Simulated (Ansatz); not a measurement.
The elements of this relaxed trial crystal are hidden behind letters.

```
lattice vectors (Å)
   4.1869    0.0000    0.0000
  -2.0934    3.6259    0.0000
   0.0000    0.0000    5.2914
fractional positions
X 0.6667 0.3333 0.7489
X 0.3333 0.6667 0.2511
Z 0.6667 0.3333 0.2501
Z 0.3333 0.6667 0.7499
```

Theory: Ansatz, DFT PBE, scalar-relativistic, plane waves, PAW. Plane waves to 420 eV, a 6×6×2 mesh through Γ for the 8-atom cell and 0.02 eV Gaussian smearing; no spin polarisation.

```
Space group                              : P-3m1 (No. 164)
Conventional cell                        : a = 4.187 Å, c = 5.291 Å
Volume per atom                          : 20.08 Å³
Density                                  : 1.75 g/cm³
Formation energy                         : −1.856 eV/atom
Gap on the 6×6×2 mesh of the 8-atom cell : 5.57 eV
```

Energies are uncorrected and count from the elements' standard states at the same level.

**Question.** X is an s-block element of period 2 and Z is a p-block element of period 3. Which elements are they?

**Answer.** X = Li, Z = Cl, so the formula is LiCl. Density times volume gives a mean mass of 1.75 × 20.08/1.6605 = 21.2 u per atom, and this set has 21.2 u. Among the elements that the hints allow, noble gases aside, only these give it. Li has 3 Cl at 2.42 Å and 2 Cl at 2.64–2.65 Å; around Cl lie 3 Li at 2.42 Å and 2 Li at 2.64–2.65 Å.

Kohn–Sham gaps at this level usually fall short of measured ones. This cell was reached by moving the atoms of another relaxed cell at random and relaxing again, last within the group found; it had no such test of its own.
